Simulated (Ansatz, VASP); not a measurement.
Cu in VASP and in Ansatz

```
CELL_PARAMETERS angstrom
2.46914 0.00000 0.00000
-1.23457 2.13833 0.00000
0.00000 0.00000 4.03249
ATOMIC_POSITIONS crystal
Cu 0.33333 0.66667 0.25000
Cu 0.66667 0.33333 0.75000
```

Alike in both runs: functional PBEsol; k mesh 18 × 18 × 10; occupations gaussian, width 0.1 eV; no spin polarisation.

Ansatz relaxed the structure, and its values are those at the end. VASP's run is a single point on that final structure, the one shown.

|  | VASP | Ansatz |
| --- | --- | --- |
| version | VASP 6.6.1 | Ansatz 0.2.0 |
| potentials or method | VASP PAW PBE potentials, release 64 (Cu) | scalar-relativistic, plane waves, PAW |
| plane-wave cutoff (eV) | 520 | 420 |
| valence electrons in the cell | 22 | 38 |

VASP gave:

* gap on the k mesh at the Fermi level (eV): none
* pressure (GPa): 12.8

**Question.** What did Ansatz give for the same quantities?

**Answer.** gap on the k mesh at the Fermi level (eV): none; pressure (GPa): 12.0.

A gap of «none» marks a metal or a gap that the smearing closes. The two sets of potentials don't hold the same shells in valence.

Caveats: the PAW data sets were made with another functional, which shifts forces and pressure a little (VASP).
